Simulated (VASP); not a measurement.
## Na under changes of volume

One of the cells (40.041 Å³/atom); the others are scaled copies at fixed shape and fractional positions:

```
Na
1.0
    -2.15518    2.15518    2.15518
     2.15518   -2.15518    2.15518
     2.15518    2.15518   -2.15518
Na
1
Direct
  0.00000 0.00000 0.00000
```

```yaml
Program: VASP 6.6.1
Functional: PBE
Potentials_or_basis: VASP PAW PBE potentials, release 64 (Na_pv)
Cutoff: 520 eV
k_mesh: 9 × 9 × 9
Occupations: fermi-dirac, width 0.05 eV
Spin: no spin polarisation
```

| volume (Å³/atom) | energy over the lowest point (meV/atom) | pressure (GPa) |
| --- | --- | --- |
| 36.901 | 0.00 | 0.0 |
| 37.686 | 0.37 | -0.2 |
| 38.471 | 1.50 | -0.3 |
| 40.041 | 5.71 | -0.6 |
| 40.827 | 8.67 | -0.7 |
| 41.612 | ? | ? |

**Question.** What does the run at 41.612 Å³/atom give?

**Answer.** Energy over the lowest point 12.12 meV/atom; pressure -0.8 GPa.

Worked out: A Birch-Murnaghan fit of order 3 (a polynomial in V^(-2/3)) to the other rows has its minimum at 36.93 Å³/atom with B0 = V·E''(V) = 8.0 GPa and B' = 4.1. It gives 12.11 meV/atom at 41.612 Å³/atom, against the run's 12.12, and -dE/dV = -0.7 GPa, against -0.8.

Energies are extrapolated to zero smearing.
